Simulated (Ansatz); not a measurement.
# TiCo (Pm-3m) in Ansatz: settings compared

One crystal, TiCo, is run at these levels: PBE, PBEsol+D3(BJ); tasks: single point, relaxation of cell and atoms.

Program: Ansatz 0.2.0. These are calculated values, not measurements. Logs are shortened: lines on timing, memory, paths and dates and some standing lists are left out, and cuts for length are marked.

### Step 1. The structure

The structure is cubic, space group Pm-3m (No. 221). The conventional cell has a = 2.986 Å, b = 2.986 Å, c = 2.986 Å, α = 90.00°, β = 90.00°, γ = 90.00°. Around Co (site symmetry m-3m) lie 8 Ti at 2.59 Å. Ti (site symmetry m-3m) is surrounded by 8 Co at 2.59 Å.

The cell comes from a database or a generator and needn't be the stable form of this composition.

### Step 2. Single point, PBE, collinear spin, ferromagnetic start

File input.yaml:

```yaml
crystal:
  lattice:
    - [2.98611099, 0.0, 0.0]
    - [0.0, 2.98611099, 0.0]
    - [0.0, 0.0, 2.98611099]
  atoms:
    - { symbol: Co, position: [0.5, 0.5, 0.5], spin: 2.0 }
    - { symbol: Ti, position: [0.0, 0.0, 0.0], spin: 1.0 }
kpoints:
  mp_grid: { grid: [9, 9, 9] }
scf:
  occupations: { method: gaussian, width: 0.026 }
hamiltonian:
  xc: pbe
  pseudopotentials: { kind: all_electron, lapw: { basis_error: 0.001 } }
magnetization:
  spin_polarized: true
output:
  forces: true
  stress: true
  eigenvalues: true
```

Potentials or basis: all-electron LAPW, scalar-relativistic.

The run is started by

```
> ansatz run input.yaml --threads 2 --pin off --max-ram 6144MiB --backend cpu --events-out ev --progress --plain --runs-dir out
```

The log of the run:

```text
Warning: RAYON_NUM_THREADS=2 ignored (pool sized by the plan → 2); use --threads N
LAPW: plane waves up to 8.563 Å⁻¹, error target 1.0e-3 eV per atom; small_component_spin mean_spin; Ti in spheres of 1.288 Å, 12 of its electrons in bands, Dirac shells []; Co in spheres of 1.298 Å, 17 of its electrons in bands, Dirac shells [] (how accurate: hamiltonian.pseudopotentials.lapw.basis_error, Limitations)
Engine: ansatz 0.2.0, x86_64-unknown-linux-gnu
Pseudopotentials: kind: all_electron
Pseudopotential: Co, LAPW, valence charge 17, lapw/all_electron/scalar/gaussian/Co, Koelling and Harmon's equation, gaussian nucleus
Pseudopotential: Ti, LAPW, valence charge 12, lapw/all_electron/scalar/gaussian/Ti, Koelling and Harmon's equation, gaussian nucleus
Functional definition: PBE
  parameter kappa = 0.804
  parameter beta = 0.06672455060314922
  exchange = pbe_x(kappa = kappa, mu = beta*pi^2/3)
  correlation = pbe_c(beta = beta)
Crystal: 2 atoms, lattice volume = 26.627 Å³
Basis set: ecut = 279.3723131713068 eV, 257 PW (Γ), exchange–correlation at level 2
Bands: 20, of which v1, the nominal top of the filled ones, is band 15 counted from 1 (14 counted from 0)
Symmetry: 48 space group operations
Space group: Pm-3m (ITA 221), of the structure as read, at distance tolerance 3.0e-5 Å
Magnetic group: BNS 221.92 (UNI 1594), of the structure as read, at distance tolerance 3.0e-5 Å
k-points: 35 of 729
Non-local potential: Co, projectors of the file, none
Non-local potential: Ti, projectors of the file, none
Initial density: superposition of atomic densities (chi_scale 0.1, normalization cell)
Starting moments: Σ|m| = 3 μB on 2 of 2 sites
Initial wavefunctions: plane waves of lowest kinetic energy (no species holds an atomic orbital)
Functional: x = pbe(κ = 0.804, μ = 0.2195149727645171), c = pbe(β = 0.06672455060314922)
iter 1 solved again at ethr=2.75e-3 eV; its pass at ethr=1.00e-1 eV (dr2=7.96e-1 eV) is discarded
SCF iter   1: F=—  HF=-61151.872858 eV  |F-HF|=—  |Δ(HF+E_count)|=         —  Δρ=5.14e-2 (↑4.99e-2 ↓5.14e-2)  dr2=7.94e-1  dr2_m=5.15e-1  M=0.832 μB ∫|m|=0.867 μB  β_m=0.30  ethr=2.75e-3  ⟨swp⟩=2.0  Hψ=9538  notcnv=0
Mixer restart at iter 1: flushing history
preconditioner: auto → none  [metal: Δε(μ)=0.018 eV  Ē_g=4.957 eV  σ=0.026 eV  W_gap=0.37  n_scr=6 (ndim 8)  ℏωp=25.9 eV  f_vac=0.000  D(μ)=2.34/eV (n_scr^D=26)  sad-step TF]
SCF iter   2: F=—  HF=-61151.711416 eV  |F-HF|=—  |Δ(HF+E_count)|=   1.61e-1  Δρ=3.40e-2 (↑3.40e-2 ↓3.30e-2)  dr2=1.86e-1  dr2_m=2.47e-1  M=0.832 μB ∫|m|=0.906 μB  β_m=0.55  ethr=2.74e-3  ⟨swp⟩=2.1  Hψ=4344  notcnv=0
SCF iter   3: F=—  HF=-61151.911999 eV  |F-HF|=—  |Δ(HF+E_count)|=   2.01e-1  Δρ=2.69e-2 (↑1.86e-2 ↓2.69e-2)  dr2=7.74e-1  dr2_m=2.99e-2  M=0.625 μB ∫|m|=0.720 μB  β_m=0.44  ethr=6.42e-4  ⟨swp⟩=2.9  Hψ=4547  notcnv=0
iter 4 solved again at ethr=1.95e-5 eV; its pass at ethr=6.42e-4 eV (dr2=5.65e-3 eV) is discarded
SCF iter   4: F=—  HF=-61151.704809 eV  |F-HF|=—  |Δ(HF+E_count)|=   2.07e-1  Δρ=5.38e-3 (↑2.62e-3 ↓5.38e-3)  dr2=5.66e-3  dr2_m=2.12e-3  M=0.807 μB ∫|m|=0.966 μB  β_m=0.40  ethr=1.95e-5  ⟨swp⟩=2.0  Hψ=7439  notcnv=0
SCF iter   5: F=—  HF=-61151.709469 eV  |F-HF|=—  |Δ(HF+E_count)|=         —  Δρ=3.06e-3 (↑2.06e-3 ↓3.06e-3)  dr2=8.50e-4  dr2_m=1.26e-3  M=0.798 μB ∫|m|=0.970 μB  β_m=0.70  ethr=1.95e-5  ⟨swp⟩=2.8  Hψ=4254  notcnv=0
the basis was enlarged: its passes take 1.8 MiB over the memory plan, 2 of 2 planned eigensolver slots
SCF iter   6: F=—  HF=-61151.718348 eV  |F-HF|=—  |Δ(HF+E_count)|=   8.88e-3  Δρ=1.82e-3 (↑8.22e-4 ↓1.82e-3)  dr2=3.90e-4  dr2_m=4.06e-4  M=0.835 μB ∫|m|=1.046 μB  β_m=0.85  ethr=2.93e-6  ⟨swp⟩=3.0  Hψ=4534  notcnv=0
SCF iter   7: F=—  HF=-61151.719093 eV  |F-HF|=—  |Δ(HF+E_count)|=   7.46e-4  Δρ=5.00e-4 (↑5.00e-4 ↓3.43e-4)  dr2=5.85e-5  dr2_m=3.57e-5  M=0.835 μB ∫|m|=1.080 μB  β_m=0.92  ethr=1.34e-6  ⟨swp⟩=2.9  Hψ=4283  notcnv=0
SCF iter   8: F=—  HF=-61151.719115 eV  |F-HF|=—  |Δ(HF+E_count)|=   2.17e-5  Δρ=9.74e-5 (↑6.89e-5 ↓9.74e-5)  dr2=5.75e-6  dr2_m=9.46e-7  M=0.835 μB ∫|m|=1.089 μB  β_m=0.96  ethr=2.02e-7  ⟨swp⟩=2.4  Hψ=3988  notcnv=0
SCF iter   9: F=—  HF=-61151.719119 eV  |F-HF|=—  |Δ(HF+E_count)|=   3.96e-6  Δρ=1.43e-5 (↑5.86e-6 ↓1.43e-5)  dr2=1.42e-7  dr2_m=9.21e-9  M=0.835 μB ∫|m|=1.089 μB  β_m=0.89  ethr=1.98e-8  ⟨swp⟩=2.1  Hψ=3962  notcnv=0
SCF iter  10: F=—  HF=-61151.719119 eV  |F-HF|=—  |Δ(HF+E_count)|=   1.15e-7  Δρ=2.94e-6 (↑1.85e-6 ↓2.94e-6)  dr2=5.39e-9  dr2_m=5.61e-10  M=0.835 μB ∫|m|=1.089 μB  β_m=0.94  ethr=4.90e-10  ⟨swp⟩=2.8  Hψ=4053  notcnv=0
SCF iter  11: F=—  HF=-61151.719119 eV  |F-HF|=—  |Δ(HF+E_count)|=   2.14e-8  Δρ=9.69e-7 (↑5.69e-7 ↓9.69e-7)  dr2=1.59e-10  dr2_m=1.23e-10  M=0.835 μB ∫|m|=1.088 μB  β_m=0.96  ethr=1.86e-11  ⟨swp⟩=3.0  Hψ=4159  notcnv=0
SCF iter  12: F=-61151.719119 eV  HF=-61151.719119 eV  |F-HF|=5.82e-11  |Δ(HF+E_count)|=  6.98e-10  Δρ=1.48e-7 (↑1.16e-7 ↓1.48e-7)  dr2=1.99e-11  dr2_m=1.38e-12  M=0.835 μB ∫|m|=1.088 μB  ethr=1.10e-12 (applied; sched 1.00e-12)  ⟨swp⟩=3.0  Hψ=4129  notcnv=0
SCF 1 converged in 12 iterations: F = -61151.719119 eV  dr2 = 1.99e-11
SCF converged after 12 iterations
Magnetization: 0.8354 μB (14.9177 up, 14.0823 down)
Absolute magnetization: 1.0885 μB (∫|ρ↑−ρ↓|)
Spin contamination: 0.0749 ħ² per cell (⟨S²⟩ above its minimum at these occupations)
Per-site moments (μB) at R_I (Å): [(0.9482208589264438, 1.2978001104551247), (-0.04686363144029748, 1.2882478268696573)]
Free energy (F): -61151.719119 eV
Harris-Foulkes:  -61151.719119 eV  (|F-HF|=5.82e-11)
Internal energy: -61151.718668 eV  (E = F + TS)
E sigma→0 (E₀):  -61151.718893 eV
Entropy (-TS):   -0.000451 eV (-0.225 meV/atom)
Fermi energy:    17.110071 eV
--- Per-component energies (eV) ---
  E_band       = -392.507037
  E_kinetic    = 61939.802702
  E_xc         = -2772.878743
  E_electrostatic = -120318.642626  (all electrons and nuclei)
  E_smearing   = -0.000451  (= −TS)
  E_closure    = 0.000000  (closes the sum)
  E_atoms      = -61135.910313  (free atoms, spherical and without spin; not in F)
  Σ components = -61151.719119   (vs F -61151.719119, Δ=0.00e0)
  Basis errors (estimates in eV, not in F): energy 2.1e-4 per atom: plane waves 1.7e-4 (8.7e-5 summed), levels above the bands 0.0e0, relativity 4.6e-9, radial functions 4.5e-5, core shells 7.1e-7; eigenvalues (radial functions only) 1.7e-6; not estimated: angular momenta, meshes, grids; target (lapw.basis_error) 1.0e-3; muffin-tin radii Ti 1.288 Å, Co 1.298 Å
--- Forces (eV/Å), atoms counted from 1 ---
  atom   1  Co    -0.00000000    -0.00000000     0.00000000
  atom   2  Ti    -0.00000000     0.00000000     0.00000000
  max |Σ_I F_I| component: 1.71e-30 eV/Å
--- Stress (GPa, compression-positive) ---
       -0.519206      -0.000000       0.000000
       -0.000000      -0.519206       0.000000
        0.000000       0.000000      -0.519206
  P = ⅓ Tr σ = -0.5192 GPa (-5.192 kbar)
--- Band table (eV; the first three rows and the last of 70) ---
  k-point 0 ↑: bands = ["-78.6604", "-41.9252", "-41.9252", "-41.9252", "-39.9979", "-16.1089", "-16.1089", "-16.1089", "9.3751", "12.8795", "12.8795", "15.2108", "15.2108", "15.2108", "17.5779", "17.5779", "19.7749", "19.7749", "19.7749", "25.9556"]
  k-point 1 ↑: bands = ["-78.6602", "-41.9290", "-41.9249", "-41.9249", "-39.9929", "-16.1447", "-16.1064", "-16.1064", "9.6184", "12.9743", "12.9848", "15.1927", "15.1927", "15.2490", "17.4739", "17.6165", "19.4582", "19.4582", "19.7271", "24.8689"]
  k-point 2 ↑: bands = ["-78.6598", "-41.9386", "-41.9243", "-41.9243", "-39.9803", "-16.2346", "-16.1000", "-16.1000", "10.3158", "13.2390", "13.2420", "15.1518", "15.1518", "15.3493", "17.1835", "17.6286", "18.7901", "18.7901", "19.6023", "22.9399"]
  k-point 34 ↓: bands = ["-77.5294", "-40.8453", "-40.8452", "-40.8452", "-39.9292", "-16.3509", "-16.3508", "-16.3508", "14.5550", "14.7113", "14.7113", "14.9854", "15.0386", "15.0386", "17.2026", "17.2026", "20.0781", "20.0781", "23.9426", "24.5797"]
```

It took 23 s on 2 threads of AMD EPYC 7R43 (Zen 3), shared host; peak memory 0.44 GiB.

Results:

- Free energy: -61151.7191 eV
- Pressure: -0.5 GPa
- Band gap on the k mesh: none (metal or under the smearing width)
- Net moment: 0.84 μB per cell
- Absolute moment: 1.09 μB per cell
- Site moments: Co +0.95; Ti -0.05 μB

Levels at points of the mesh, in eV from the Fermi level:
Spin up:
| k point | band 12 | band 13 | band 14 | band 15 | band 16 | band 17 | band 18 | band 19 |
| --- | --- | --- | --- | --- | --- | --- | --- | --- |
| (0.00, 0.00, 0.00) | -1.90 | -1.90 | -1.90 | 0.47 | 0.47 | 2.66 | 2.66 | 2.66 |
Spin down:
| k point | band 10 | band 11 | band 12 | band 13 | band 14 | band 15 | band 16 | band 17 | band 18 | band 19 |
| --- | --- | --- | --- | --- | --- | --- | --- | --- | --- | --- |
| (0.00, 0.00, 0.00) | -3.55 | -3.55 | -1.36 | -1.36 | -1.36 | 1.03 | 1.03 | 2.76 | 2.76 | 2.76 |

### Step 3. Single point, PBE, collinear spin, ferromagnetic start

Changes to input.yaml since step 2:

```diff
@@ -11,3 +11,3 @@
 scf:
-  occupations: { method: gaussian, width: 0.026 }
+  occupations: { method: gaussian, width: 0.016 }
 hamiltonian:
```

Potentials or basis: all-electron LAPW, scalar-relativistic.

The run is started by

```
> ansatz run input.yaml --threads 2 --pin off --max-ram 6144MiB --backend cpu --events-out ev --progress --plain --runs-dir out
```

The log of the run:

```text
Warning: RAYON_NUM_THREADS=2 ignored (pool sized by the plan → 2); use --threads N
LAPW: plane waves up to 8.563 Å⁻¹, error target 1.0e-3 eV per atom; small_component_spin mean_spin; Ti in spheres of 1.288 Å, 12 of its electrons in bands, Dirac shells []; Co in spheres of 1.298 Å, 17 of its electrons in bands, Dirac shells [] (how accurate: hamiltonian.pseudopotentials.lapw.basis_error, Limitations)
[... 5 set-up lines as earlier in the session ...]
[... 58 lines left out ...]
--- Forces (eV/Å), atoms counted from 1 ---
  atom   1  Co    -0.00000000     0.00000000     0.00000000
  atom   2  Ti    -0.00000000    -0.00000000    -0.00000000
  max |Σ_I F_I| component: 1.01e-29 eV/Å
--- Stress (GPa, compression-positive) ---
       -0.516144       0.000000       0.000000
        0.000000      -0.516144       0.000000
        0.000000       0.000000      -0.516144
  P = ⅓ Tr σ = -0.5161 GPa (-5.161 kbar)
--- Band table (eV; the first three rows and the last of 70) ---
  k-point 0 ↑: bands = ["-78.6606", "-41.9254", "-41.9254", "-41.9254", "-39.9979", "-16.1089", "-16.1089", "-16.1089", "9.3752", "12.8794", "12.8794", "15.2107", "15.2107", "15.2107", "17.5779", "17.5779", "19.7749", "19.7749", "19.7749", "25.9556"]
  k-point 1 ↑: bands = ["-78.6605", "-41.9292", "-41.9252", "-41.9252", "-39.9929", "-16.1447", "-16.1063", "-16.1063", "9.6185", "12.9742", "12.9847", "15.1926", "15.1926", "15.2488", "17.4739", "17.6165", "19.4582", "19.4582", "19.7272", "24.8689"]
  k-point 2 ↑: bands = ["-78.6600", "-41.9388", "-41.9246", "-41.9246", "-39.9803", "-16.2346", "-16.1000", "-16.1000", "10.3158", "13.2389", "13.2419", "15.1517", "15.1517", "15.3492", "17.1835", "17.6286", "18.7901", "18.7901", "19.6023", "22.9400"]
  k-point 34 ↓: bands = ["-77.5293", "-40.8453", "-40.8451", "-40.8451", "-39.9293", "-16.3511", "-16.3510", "-16.3510", "14.5549", "14.7113", "14.7113", "14.9854", "15.0385", "15.0385", "17.2027", "17.2027", "20.0779", "20.0779", "23.9425", "24.5797"]
```

It took 25 s on 2 threads of AMD EPYC 7R43 (Zen 3), shared host; peak memory 0.45 GiB.

What came out:

| Property | Result |
| --- | --- |
| Free energy | -61151.7189 eV |
| Pressure | -0.5 GPa |
| Band gap on the k mesh | none (metal or under the smearing width) |
| Net moment | 0.84 μB per cell |
| Absolute moment | 1.09 μB per cell |
| Site moments | Co +0.95; Ti -0.05 μB |

Levels at points of the mesh, in eV from the Fermi level:
Spin up:
```
           k point  band 13  band 14  band 15  band 16  band 17  band 18
(0.00, 0.00, 0.00)    -1.90    -1.90     0.47     0.47     2.67     2.67
```
Spin down:
```csv
k point,band 10,band 11,band 12,band 13,band 14,band 15,band 16,band 17,band 18,band 19
"(0.00, 0.00, 0.00)",-3.55,-3.55,-1.36,-1.36,-1.36,1.03,1.03,2.77,2.77,2.77
```

### Step 4. Single point, PBE, collinear spin, ferromagnetic start

Changes to input.yaml since step 3:

```diff
@@ -11,3 +11,3 @@
 scf:
-  occupations: { method: gaussian, width: 0.016 }
+  occupations: { method: gaussian, width: 0.012 }
 hamiltonian:
```

Potentials or basis: all-electron LAPW, scalar-relativistic.

The run is started by

```
> ansatz run input.yaml --threads 2 --pin off --max-ram 6144MiB --backend cpu --events-out ev --progress --plain --runs-dir out
```

The log of the run:

```text
Warning: RAYON_NUM_THREADS=2 ignored (pool sized by the plan → 2); use --threads N
LAPW: plane waves up to 8.563 Å⁻¹, error target 1.0e-3 eV per atom; small_component_spin mean_spin; Ti in spheres of 1.288 Å, 12 of its electrons in bands, Dirac shells []; Co in spheres of 1.298 Å, 17 of its electrons in bands, Dirac shells [] (how accurate: hamiltonian.pseudopotentials.lapw.basis_error, Limitations)
[... 9 set-up lines as earlier in the session ...]
Crystal: 2 atoms, lattice volume = 26.627 Å³
Basis set: ecut = 279.3723131713068 eV, 257 PW (Γ), exchange–correlation at level 2
Bands: 20, of which v1, the nominal top of the filled ones, is band 15 counted from 1 (14 counted from 0)
[... 2 set-up lines as earlier in the session ...]
Magnetic group: BNS 221.92 (UNI 1594), of the structure as read, at distance tolerance 3.0e-5 Å
k-points: 35 of 729
[... 3 set-up lines as earlier in the session ...]
[... 25 lines left out ...]
Free energy (F): -61151.718906 eV
Harris-Foulkes:  -61151.718906 eV  (|F-HF|=1.90e-8)
Internal energy: -61151.718740 eV  (E = F + TS)
E sigma→0 (E₀):  -61151.718823 eV
Entropy (-TS):   -0.000166 eV (-0.083 meV/atom)
Fermi energy:    17.107697 eV
--- Per-component energies (eV) ---
  E_band       = -392.508024
  E_kinetic    = 61939.799329
  E_xc         = -2772.878379
  E_electrostatic = -120318.639690  (all electrons and nuclei)
  E_smearing   = -0.000166  (= −TS)
  E_closure    = 0.000000  (closes the sum)
  E_atoms      = -61135.910313  (free atoms, spherical and without spin; not in F)
  Σ components = -61151.718906   (vs F -61151.718906, Δ=0.00e0)
  Basis errors (estimates in eV, not in F): energy 2.1e-4 per atom: plane waves 1.7e-4 (8.7e-5 summed), levels above the bands 0.0e0, relativity 4.6e-9, radial functions 4.5e-5, core shells 7.1e-7; eigenvalues (radial functions only) 1.7e-6; not estimated: angular momenta, meshes, grids; target (lapw.basis_error) 1.0e-3; muffin-tin radii Ti 1.288 Å, Co 1.298 Å
--- Forces (eV/Å), atoms counted from 1 ---
  atom   1  Co    -0.00000000    -0.00000000     0.00000000
  atom   2  Ti    -0.00000000     0.00000000     0.00000000
  max |Σ_I F_I| component: 6.97e-30 eV/Å
--- Stress (GPa, compression-positive) ---
       -0.516535       0.000000       0.000000
        0.000000      -0.516535       0.000000
        0.000000       0.000000      -0.516535
  P = ⅓ Tr σ = -0.5165 GPa (-5.165 kbar)
--- Band table (eV; the first three rows and the last of 70) ---
  k-point 0 ↑: bands = ["-78.6605", "-41.9253", "-41.9253", "-41.9253", "-39.9980", "-16.1089", "-16.1089", "-16.1089", "9.3752", "12.8794", "12.8794", "15.2108", "15.2108", "15.2108", "17.5779", "17.5779", "19.7749", "19.7749", "19.7749", "25.9557"]
  k-point 1 ↑: bands = ["-78.6604", "-41.9291", "-41.9251", "-41.9251", "-39.9930", "-16.1447", "-16.1064", "-16.1064", "9.6185", "12.9742", "12.9847", "15.1927", "15.1927", "15.2489", "17.4738", "17.6164", "19.4582", "19.4582", "19.7271", "24.8689"]
  k-point 2 ↑: bands = ["-78.6599", "-41.9387", "-41.9245", "-41.9245", "-39.9804", "-16.2347", "-16.1001", "-16.1001", "10.3158", "13.2389", "13.2419", "15.1518", "15.1518", "15.3493", "17.1835", "17.6286", "18.7900", "18.7900", "19.6023", "22.9400"]
  k-point 34 ↓: bands = ["-77.5292", "-40.8451", "-40.8450", "-40.8450", "-39.9294", "-16.3512", "-16.3511", "-16.3511", "14.5550", "14.7113", "14.7113", "14.9853", "15.0385", "15.0385", "17.2029", "17.2029", "20.0779", "20.0779", "23.9425", "24.5797"]
```

Wall time 16 s (2 threads of AMD EPYC 7R43 (Zen 3), shared host); peak memory 0.45 GiB.

What came out:

```yaml
Free_energy: -61151.7189 eV
Pressure: -0.5 GPa
Band_gap_on_the_k_mesh: none (metal or under the smearing width)
Net_moment: 0.84 μB per cell
Absolute_moment: 1.09 μB per cell
Site_moments: Co +0.95; Ti -0.05 μB
```

### Step 5. Relaxation of cell and atoms, PBEsol+D3(BJ), collinear spin, ferromagnetic start

Changes to input.yaml since step 4:

```diff
@@ -11,5 +11,6 @@
 scf:
-  occupations: { method: gaussian, width: 0.012 }
+  occupations: { method: fermi_dirac, width: 0.05 }
 hamiltonian:
-  xc: pbe
+  xc: pbesol
+  dispersion: d3bj
   pseudopotentials: { kind: all_electron, lapw: { basis_error: 0.001 } }
@@ -20,2 +21,5 @@
   stress: true
-  eigenvalues: true
+relax:
+  f_tol: 0.005
+  max_steps: 60
+  cell: {}
```

The run is started by

```
> ansatz run input.yaml --threads 2 --pin off --max-ram 6144MiB --backend cpu --events-out ev --progress --plain --runs-dir out
```

It took 51 s on 2 threads of AMD EPYC 7R43 (Zen 3), shared host; peak memory 0.47 GiB.

Results (log left out):

```
Free energy                            : -61093.9511 eV
Relaxed volume                         : 12.22 Å³/atom
Relaxed cell                           : a = 2.902 Å, b = 2.902 Å, c = 2.902 Å, α = 90.00°, β = 90.00°, γ = 90.00°
Space group after relaxing (to 0.05 Å) : Pm-3m (No. 221)
Energy gained by relaxing              : 53.1 meV/atom
Ionic steps                            : 4
Pressure after relaxing                : 0.0 GPa
Net moment                             : 0.56 μB per cell
Absolute moment                        : 0.66 μB per cell
Site moments                           : Co +0.60; Ti -0.01 μB
```

Step by step:
```
step  energy change (eV)  largest force (eV/Å)  volume (Å³)
   1              0.0000                0.0000        26.63
   2             -0.1061                0.0000        24.48
   3             -0.1061                0.0000        24.44
   4             -0.1061                0.0000        24.44
```

Final structure:
```yaml
crystal:
  lattice:
    - [2.90193, 0.00000, 0.00000]
    - [0.00000, 2.90193, 0.00000]
    - [0.00000, 0.00000, 2.90193]
  atoms:
    - { symbol: Co, position: [0.50000, 0.50000, 0.50000] }
    - { symbol: Ti, position: [0.00000, 0.00000, 0.00000] }
```

### Step 6. The runs side by side

```tsv
task	level	cell	cutoff (eV)	smearing	gap on the mesh (eV)	pressure (GPa)	moment (μB)
single point	PBE	as given	279	gaussian 0.026 eV	none	-0.5	0.84
single point	PBE	as given	279	gaussian 0.016 eV	none	-0.5	0.84
single point	PBE	as given	279	gaussian 0.012 eV	none	-0.5	0.84
relaxation of cell and atoms	PBEsol+D3(BJ)	relaxed	-	fermi-dirac 0.05 eV	-	0.0	0.56
```

Alike in all rows: potentials or basis all-electron LAPW, scalar-relativistic; spin collinear, ferromagnetic start; k mesh 9 × 9 × 9; basis error allowed 0.001 eV/atom.

Every run on the cell as given and a fine mesh finds a metal.

Compare energies only between runs with the same functional and basis.
